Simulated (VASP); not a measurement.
# CaO (P6_3/mmc) in VASP: notebook

The runs below take CaO through single point, with LDA.

All numbers are computed with VASP 6.6.1; they aren't measurements. Logs are shortened: lines on timing, memory, paths and dates and some standing lists are left out, and cuts for length are marked.

## 1. The cell of the first run

Symmetry: P6_3/mmc, No. 194, hexagonal system. Conventional cell: a = 3.992 Å, b = 3.992 Å, c = 5.024 Å, α = 90.00°, β = 90.00°, γ = 120.00°. Ca (site symmetry -6m2) is surrounded by 5 O at 2.30 to 2.51 Å. O (site symmetry -6m2) is surrounded by 5 Ca at 2.30 to 2.51 Å.

The cell comes from a database or a generator and needn't be the stable form of this composition.

## 2. Single point, LDA (strain +0.000 along x and y, +0.050 along z, atoms carried along)

The input, INCAR:

```
SYSTEM = CaO
  ALGO = Normal
  EDIFF = 1E-6
  ENCUT = 520
  GGA = CA
  ISIF = 2
  ISMEAR = 0
  LASPH = .TRUE.
  LCHARG = .FALSE.
  LREAL = .FALSE.
  LWAVE = .FALSE.
  NBANDS = 24
  NELM = 100
  PREC = Accurate
  SIGMA = 0.05
```

The input, KPOINTS:

```
k-points
0
G
  9 9 6
  0 0 0
```

The input, POSCAR:

```
CaO
1.0
    3.9919758245      0.0000000000      0.0000000000
   -1.9959879122      3.4571524753      0.0000000000
    0.0000000000      0.0000000000      5.0240820105
Ca O
2 2
Direct
    0.3333333333      0.6666666667      0.7500000000
    0.6666666667      0.3333333333      0.2500000000
    0.3333333333      0.6666666667      0.2500000000
    0.6666666667      0.3333333333      0.7500000000
```

Potentials or basis: VASP PAW LDA potentials, release 64 (Ca_sv, O).

Started as:

```console
> cat potpaw_LDA.64/Ca_sv/POTCAR potpaw_LDA.64/O/POTCAR > POTCAR
> mpirun -np 1 vasp_std > vasp.out
```

OUTCAR:

```text
SYSTEM = CaO
   EDIFF = 1E-6
   ENCUT = 520
   GGA = CA
   ISIF = 2
   ISMEAR = 0
   LASPH = .TRUE.
   LREAL = .FALSE.
   NELM = 100
   PREC = Accurate

 ion  position               nearest neighbor table
   1  0.333  0.667  0.750-   4 2.30   4 2.30   4 2.30   3 2.51   3 2.51
   2  0.667  0.333  0.250-   3 2.30   3 2.30   3 2.30   4 2.51   4 2.51
   3  0.333  0.667  0.250-   2 2.30   2 2.30   2 2.30   1 2.51   1 2.51
   4  0.667  0.333  0.750-   1 2.30   1 2.30   1 2.30   2 2.51   2 2.51

  LATTYP: Found a hexagonal cell.
 ALAT       =     3.9919758245
 C/A-ratio  =     1.2585451995

  Lattice vectors:

 A1 = (   3.9919758245,   0.0000000000,   0.0000000000)
 A2 = (  -1.9959879122,   3.4571524753,   0.0000000000)
 A3 = (   0.0000000000,   0.0000000000,   5.0240820105)

Analysis of symmetry for initial positions (statically):
=====================================================================
 Subroutine PRICEL returns:
 Original cell was already a primitive cell.

 Routine SETGRP: Setting up the symmetry group for a
 hexagonal supercell.

 Subroutine GETGRP returns: Found 24 space group operations
 (whereof 12 operations were pure point group operations)
 out of a pool of 24 trial point group operations.

The static configuration has the point symmetry D_3d.
 The point group associated with its full space group is D_6h.

Analysis of symmetry for dynamics (positions and initial velocities):
=====================================================================
 Subroutine PRICEL returns:
 Original cell was already a primitive cell.

 Routine SETGRP: Setting up the symmetry group for a
 hexagonal supercell.

 Subroutine GETGRP returns: Found 24 space group operations
 (whereof 12 operations were pure point group operations)
 out of a pool of 24 trial point group operations.

The dynamic configuration has the point symmetry D_3d.
 The point group associated with its full space group is D_6h.

 Subroutine INISYM returns: Found 24 space group operations
 (whereof 12 operations are pure point group operations),
 and found     1 'primitive' translations

----------------------------------------------------------------------------------------

                                     Primitive cell

[... 86 lines left out ...]
   ISTART =      0    job   : 0-new  1-cont  2-samecut
   ICHARG =      2    charge: 1-file 2-atom 10-const
   ISPIN  =      1    spin polarized calculation?
   LNONCOLLINEAR =      F non collinear calculations
   LSORBIT =      F    spin-orbit coupling
   LASPH  =      T    aspherical Exc in radial PAW
   ENCUT  =  520.0 eV  38.22 Ry    6.18 a.u.   7.42  7.42  9.34*2*pi/ulx,y,z
   NELM   =    100;   NELMIN=  2; NELMDL= -5     # of ELM steps
   EDIFF  = 0.1E-05   stopping-criterion for ELM
   LREAL  =      F    real-space projection
   EDIFFG = 0.1E-04   stopping-criterion for IOM
   NSW    =      0    number of steps for IOM
   IBRION =     -1    ionic relax: 0-MD 1-quasi-New 2-CG
   NFREE  =      0    steps in history (QN), initial steepest desc. (CG)
   ISIF   =      2    stress and relaxation
   ISYM   =      2    0-nonsym 1-usesym 2-fastsym
   POTIM  = 0.5000    time-step for ionic-motion
   TEBEG  =    0.0;   TEEND  =   0.0 temperature during run
   PSTRESS=    0.0 pullay stress
   NELECT =      32.0000    total number of electrons
   NUPDOWN=      -1.0000    fix difference up-down
   EMIN   =  10.00;   EMAX   =-10.00  energy-range for DOS
   EFERMI =   0.00;   METHOD = LEGACY
   ISMEAR =     0;   SIGMA  =   0.05  broadening in eV -4-tet -1-fermi 0-gaus
   EFERMI_NEDOS =   21; number of points for ismear=-14 and -15
   IALGO  =     38    algorithm
   IMIX   =      4    mixing-type and parameters
     AMIX     =   0.40;   BMIX     =  1.00
     AMIX_MAG =   1.60;   BMIX_MAG =  1.00
  volume/ion in A,a.u.               =      17.33       116.98
  Fermi-wavevector in a.u.,A,eV,Ry     =   1.265136  2.390760 21.777054  1.600568
  Thomas-Fermi vector in A             =   2.398405
   LORBIT       =      0    0 simple, 1 ext, 2 COOP (PROOUT), +10 PAW based schemes
   GGA     = CA    functional components
   LHFCALC =     F    Hartree Fock is set to
   AEXX    =    0.0000 exact exchange contribution
   IVDW    =     0    specifies the selected vdW correction
   LEPSILON=     F    determine dielectric tensor
   LRPA    =     F    only Hartree local field effects (RPA)
 non-spin polarized calculation
 Gauss-broadening in eV      SIGMA  =   0.05
  energy-cutoff  :      520.00
  volume of cell :       69.34
 maximum number of plane-waves:      1897
 NGX is ok and might be reduce to    30
   NGX = 15   NGY = 15   NGZ = 19

 number of electron      32.0000002 magnetization

 Free energy of the ion-electron system (eV)
  ---------------------------------------------------
  ext. energy  EPLUGINS =         0.00000000
  ---------------------------------------------------
  free energy    TOTEN  =       -27.75546992 eV

  energy without entropy =      -27.75546992  energy(sigma->0) =      -27.75546992

 E-fermi :   0.9931     XC(G=0):  -9.7487

 val. band max:        0.7005844663   @ k =   0.0000   0.0000   0.0000
 cond. band min:       3.6200209532   @ k =   0.0000   0.0000   0.0000
 fundamental gap:      2.9194364869
 Fermi energy:         0.9930650273

 k-point     1 :       0.0000    0.0000    0.0000
  band No.  band energies     occupation
      1     -36.5229      2.00000
      2     -36.4210      2.00000
      3     -18.1324      2.00000
      4     -17.8801      2.00000
      5     -17.8801      2.00000
      6     -17.7295      2.00000
[... 637 lines left out ...]
     23       8.6743      0.00000
     24       9.1690      0.00000

 [... further k-points ...]
[... 5 lines left out ...]
  --------------------------------------------------------------------------------------
  -------------------------------------------------------------------------------------
  Total       -2.9570716     -2.9570716     -5.0992350     -0.0000000      0.0000000      0.0000000
  in kB      -68.3296613    -68.3296613   -117.8290719     -0.0000000      0.0000000      0.0000000
  external PRESSURE =     -84.8294648 kB  Pullay stress =       0.0000000 kB

 VOLUME and BASIS-vectors are now :
 -----------------------------------------------------------------------------
  energy-cutoff  :      520.00
  volume of cell :       69.34
      direct lattice vectors                 reciprocal lattice vectors
     3.991975824  0.000000000  0.000000000     0.250502519  0.144627697  0.000000000
    -1.995987912  3.457152475  0.000000000     0.000000000  0.289255394  0.000000000
     0.000000000  0.000000000  5.024082010     0.000000000  0.000000000  0.199041337

 POSITION                                       TOTAL-FORCE (eV/Angst)
 -----------------------------------------------------------------------------------
     -0.00000      2.30477      3.76806         0.000000      0.000000      0.000000
      1.99599      1.15238      1.25602        -0.000000      0.000000      0.000000
     -0.00000      2.30477      1.25602         0.000000     -0.000000      0.000000
      1.99599      1.15238      3.76806        -0.000000      0.000000      0.000000
 -----------------------------------------------------------------------------------
    total drift:                               -0.000000      0.000000     -0.000000

  FREE ENERGIE OF THE ION-ELECTRON SYSTEM (eV)
  ---------------------------------------------------
  free  energy   TOTEN  =       -27.7554699206 eV

  energy  without entropy=      -27.7554699206  energy(sigma->0) =      -27.75546992
```

OSZICAR:

```text
N       E                     dE             d eps       ncg     rms          rms(c)
DAV:   1     0.316978487573E+03    0.31698E+03   -0.16441E+04  2304   0.132E+03
DAV:   2    -0.617659602124E+01   -0.32316E+03   -0.30480E+03  2704   0.382E+02
DAV:   3    -0.315150474170E+02   -0.25338E+02   -0.25181E+02  3744   0.102E+02
DAV:   4    -0.324050712912E+02   -0.89002E+00   -0.88837E+00  3280   0.169E+01
DAV:   5    -0.324275297569E+02   -0.22458E-01   -0.22458E-01  3344   0.194E+00    0.129E+01
DAV:   6    -0.280944758218E+02    0.43331E+01   -0.22314E+01  3336   0.292E+01    0.589E+00
DAV:   7    -0.278793667773E+02    0.21511E+00   -0.25719E+00  3000   0.104E+01    0.280E+00
DAV:   8    -0.277642714589E+02    0.11510E+00   -0.35969E-01  2960   0.437E+00    0.781E-01
DAV:   9    -0.277545951520E+02    0.96763E-02   -0.60083E-02  3064   0.146E+00    0.204E-01
DAV:  10    -0.277558503169E+02   -0.12552E-02   -0.75286E-03  2856   0.531E-01    0.126E-01
DAV:  11    -0.277556135152E+02    0.23680E-03   -0.42658E-03  3032   0.336E-01    0.918E-02
DAV:  12    -0.277554671744E+02    0.14634E-03   -0.77222E-04  2840   0.188E-01    0.853E-03
DAV:  13    -0.277554702291E+02   -0.30547E-05   -0.32896E-05  3192   0.397E-02    0.510E-03
DAV:  14    -0.277554699206E+02    0.30850E-06   -0.23264E-06  2576   0.899E-03
   1 F= -.27755470E+02 E0= -.27755470E+02  d E =-.800003E-19
```

stdout:

```text
POSCAR found type information on POSCAR CaO
 POSCAR found :  2 types and       4 ions
 scaLAPACK will be used
 LDA part: xc-table for (Slater(with rela. corr.)+CA(PZ))
 , standard interpolation
 POSCAR, INCAR and KPOINTS ok, starting setup
 FFT: planning ... GRIDC
 FFT: planning ... GRID_SOFT
 FFT: planning ... GRID
 WAVECAR not read
 entering main loop
```

Wall time 64 s (1 thread of Intel Xeon Platinum 8259CL at 2.50GHz (Skylake/Cascade Lake), shared host); peak memory 0.2 GiB.

What came out:

```yaml
Free_energy: -27.7555 eV
Pressure: -8.5 GPa
Band_gap_on_the_k_mesh: 2.92 eV, direct
```

Caveat: an odd mesh through Γ misses points on the zone boundary, where band edges often lie.

(Continued in part 2 of 2.)
